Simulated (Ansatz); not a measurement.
**Al under pressure**

All numbers below come from Ansatz 0.2.0, DFT r2SCAN, scalar-relativistic, plane waves, PAW. Settings: 500 eV cutoff, 18×18×6 k-mesh, Gaussian smearing of 0.10 eV, no spin polarisation.

The relaxed crystal:

```
CELL_PARAMETERS angstrom
2.82220 0.00000 0.00000
-1.41110 2.44410 0.00000
0.00000 0.00000 9.26206
ATOMIC_POSITIONS crystal
Al 0.00000 0.00000 0.00000
Al 0.33333 0.66667 0.25000
Al 0.00000 0.00000 0.50000
Al 0.66667 0.33333 0.75000
```

Cell and atoms are relaxed at each pressure within the symmetry of the start, at zero temperature, so transitions that lower the symmetry aren't seen. The k-mesh given is that at zero pressure and may differ at others. a, b and c are the lengths of the cell vectors above.

| P (GPa) | V (Å³/atom) | V/V0 | a (Å) | b (Å) | c (Å) |
| --- | --- | --- | --- | --- | --- |
| -2 | 16.35 | 1.023 | 2.844 | 2.844 | 9.334 |
| 0 | 15.97 | 1.000 | 2.822 | 2.822 | 9.262 |
| 2 | 15.63 | 0.979 | 2.802 | 2.802 | 9.197 |
| 5 | 15.21 | 0.952 | 2.776 | 2.776 | 9.116 |
| 10 | 14.60 | 0.914 | 2.738 | 2.738 | 8.993 |
| 20 | 13.66 | 0.855 | 2.679 | 2.679 | 8.791 |
| 40 | 12.37 | 0.774 | 2.593 | 2.593 | 8.498 |

(1) What bulk modulus and pressure derivative fit these points?

## Answers

(1) A third-order Birch–Murnaghan fit gives B0 = 92 GPa and B0' = 4.2.

This form isn't the element's structure at ambient conditions.